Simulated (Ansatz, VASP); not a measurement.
Two plane-wave programs on Au

```
Au
1.0
     0.00000    2.07827    2.07827
     2.07827    0.00000    2.07827
     2.07827    2.07827    0.00000
Au
1
Direct
  0.00000 0.00000 0.00000
```

Alike in both runs: task relaxation of cell and atoms; functional PBE; k mesh 18 × 18 × 18; occupations fermi-dirac, width 0.05 eV; no spin polarisation.

|  | VASP | Ansatz |
| --- | --- | --- |
| version | VASP 6.6.1 | Ansatz 0.2.0 |
| potentials or method | VASP PAW PBE potentials, release 64 (Au) | PAW with Ansatz's default frozen-core files, scalar-relativistic |
| plane-wave cutoff (eV) | 600 | 420 |
| valence electrons in the cell | 11 | 19 |

Ansatz gave:

- relaxed volume (Å³/atom): 17.97
- relaxed cell length with the largest relative difference (Å): 2.940

Question: Which values does VASP return?

Answer: Relaxed volume (Å³/atom): 17.95; relaxed cell length with the largest relative difference (Å): 2.939.

The two sets of potentials don't hold the same shells in valence.

Caveats: the relaxation stopped at its first step, so nothing moved. Spin-orbit coupling is left out, which matters for the levels of Au.
